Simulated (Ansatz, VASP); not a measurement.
**One calculation of SiC (Moissanite), two programs**

Contents of INCAR:

```
ALGO = Normal
EDIFF = 1E-7
EDIFFG = -0.01
ENCUT = 600
GGA = PE
IBRION = 2
ISIF = 3
ISMEAR = -1
LASPH = T
LCHARG = F
LREAL = F
LWAVE = F
NELM = 80
NSW = 80
PREC = Accurate
SIGMA = 0.02
```

File KPOINTS:

```
k-points
0
Gamma
  12 12 6
```

Contents of POSCAR:

```
SiC
1.0
    3.0760000000      0.0000000000      0.0000000000
   -1.5380000000      2.6638941400      0.0000000000
    0.0000000000      0.0000000000      5.0480000000
Si C
2 2
Direct
    0.3333333300      0.6666666700      0.0000000000
    0.6666666700      0.3333333300      0.5000000000
    0.3333333300      0.6666666700      0.3850000000
    0.6666666700      0.3333333300      0.8850000000
```

Input for Ansatz:

```yaml
crystal:
  lattice:
    - [3.076, 0.0, 0.0]
    - [-1.538, 2.66389414, 0.0]
    - [0.0, 0.0, 5.048]
  atoms:
    - { symbol: Si, position: [0.33333333, 0.66666667, 0.0] }
    - { symbol: Si, position: [0.66666667, 0.33333333, 0.5] }
    - { symbol: C, position: [0.33333333, 0.66666667, 0.385] }
    - { symbol: C, position: [0.66666667, 0.33333333, 0.885] }
  symmetry: { tolerance: 0.0003 }
hamiltonian:
  xc: pbe
  pseudopotentials: { kind: paw, azcp: { folder: soft_1 } }
basis:
  ecutwfc: 420
magnetization:
  spin_polarized: false
scf:
  occupations: { method: fermi_dirac, width: 0.02 }
kpoints:
  mp_grid: { grid: [12, 12, 6], shift: [0, 0, 0] }
output:
  forces: true
  stress: true
  eigenvalues: true
relax:
  max_steps: 60
  cell: {}
```

Alike in both runs: task relaxation of cell and atoms; functional PBE; k mesh 12 × 12 × 6; occupations fermi-dirac, width 0.02 eV; no spin polarisation.

|  | VASP | Ansatz |
| --- | --- | --- |
| version | VASP 6.6.1 | Ansatz 0.2.0 |
| potentials or method | VASP PAW PBE potentials, release 64 (Si, C) | PAW plane waves |
| plane-wave cutoff (eV) | 600 | 420 |
| valence electrons in the cell | 16 | 16 |

Ansatz gave:

```
gap on the k mesh at the Fermi level, each at its own relaxed structure (eV) : 2.31
relaxed volume (Å³/atom)                                                     : 10.50
relaxed cell length with the largest relative difference (Å)                 : 3.092
energy change over the relaxation (meV/atom)                                 : -11
```

Q: Which values does VASP return?

A: gap on the k mesh at the Fermi level, each at its own relaxed structure (eV): 2.30; relaxed volume (Å³/atom): 10.49; relaxed cell length with the largest relative difference (Å): 3.091; energy change over the relaxation (meV/atom): -11.

A k mesh can miss the band edges. PBE usually gives volumes a little too large and moduli too small. Zero-point motion and thermal expansion aren't in these numbers.
